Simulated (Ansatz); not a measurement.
Input for Ansatz (plane-wave DFT), Ag:

```yaml
crystal:
  lattice:
    - [1.4730471633, 0.8504641762, 7.20465]
    - [-1.4730471633, 0.8504641762, 7.20465]
    - [0.0, -1.7009283525, 7.20465]
  atoms:
    - { symbol: Ag, position: [0.0, 0.0, 0.0] }
    - { symbol: Ag, position: [0.777719, 0.777719, 0.777719] }
    - { symbol: Ag, position: [0.222281, 0.222281, 0.222281] }
  symmetry: { detect: false }
basis:
  ecutwfc: 420
  xc_grid: 4
kpoints:
  mp_grid: { kspacing: 1.3 }
hamiltonian:
  xc: pbe
  dispersion: d3bj
scf:
  occupations: { method: gaussian, width: 0.1 }
  max_iter: 30
  convergence: { dr2_threshold: "1e-11 eV" }
output:
  forces: true
  stress: true
  eigenvalues: true
```

Command:

```bash
ansatz run input.yaml --threads 1 --pin off --max-ram 1331MiB --backend cpu --events-out ev --progress --plain --runs-dir out
```

Output, shortened (HF is the Harris–Foulkes energy, dr2 the density residual in eV):

```text
basis.fft_grid_basis auto: the FFT boxes are laid along the combinations [[1, 0, -1], [0, 1, -1], [0, 0, 1]] of the cell's own vectors, 2.946, 2.946 and 7.403 Å long. The dense box has 20×20×50 points. Along the cell's own vectors, as sized, it would have 50×50×50, 6.25 times as many. Of the 12 symmetry operations that the crystal satisfies within crystal.symmetry.tolerance (time reversal apart …
Pseudopotential: Ag, paw, valence charge 19, recommended cutoff 420 eV (normal)
Crystal: 3 atoms, lattice volume = 54.155 Å³
Basis set: ecut = 420 eV, 1057 PW (Γ), FFT grids on a1−a3, a2−a3, a3, exchange–correlation on 80×80×200 points (64 copies of the dense FFT grid, shifted against one another)
Bands: 35, of which v1, the nominal top of the filled ones, is band 29 counted from 1 (28 counted from 0)
Symmetry: 1 space group operations
k-points: 8
Initial density: superposition of atomic densities, corrected by the library's trained network
SCF iter   1: HF=-22769.944354 eV  Δρ=1.17e-2  dr2=7.68e-2
SCF iter   2: HF=-22769.935182 eV  Δρ=6.69e-3  dr2=2.45e-2
SCF iter   3: HF=-22769.931576 eV  Δρ=2.06e-3  dr2=2.38e-3
SCF iter   4: HF=-22769.931456 eV  Δρ=7.09e-4  dr2=3.00e-4
automatic band count: iteration 4 solves 34 bands in place of 35: the levels show a gap, and the empty bands left out lie too high to hold charge; the band table lists the bands solved (type scf.n_extra_bands for more)
   ...
SCF iter  10: HF=-22769.931437 eV  Δρ=1.28e-6  dr2=8.65e-10
SCF iter  11: HF=-22769.931437 eV  Δρ=2.45e-7  dr2=4.58e-11
SCF iter  12: F=-22769.931437 eV  HF=-22769.931437 eV  Δρ=9.77e-8  dr2=4.15e-12
SCF 1 converged in 12 iterations: F = -22769.931437 eV  dr2 = 4.15e-12
SCF converged after 12 iterations
Free energy (F): -22769.931437 eV
E sigma→0 (E₀):  -22769.919713 eV
Entropy (-TS):   -0.023448 eV (-7.816 meV/atom)
Fermi energy:    16.512934 eV
--- Forces (eV/Å), atoms counted from 1 ---
  atom   1  Ag     0.00000001    -0.00000001    -0.00000008
  atom   2  Ag    -0.00000000     0.00000000    -0.22457293
  atom   3  Ag     0.00000000     0.00000000     0.22457300
--- Stress (GPa, compression-positive) ---
        4.929480      -0.000000       0.000000
       -0.000000       4.929480       0.000000
        0.000000       0.000000      -7.392886
  P = ⅓ Tr σ = 0.8220 GPa (8.220 kbar)
```

These settings were drawn at random to show what each does; none of the numbers is a converged property of the crystal.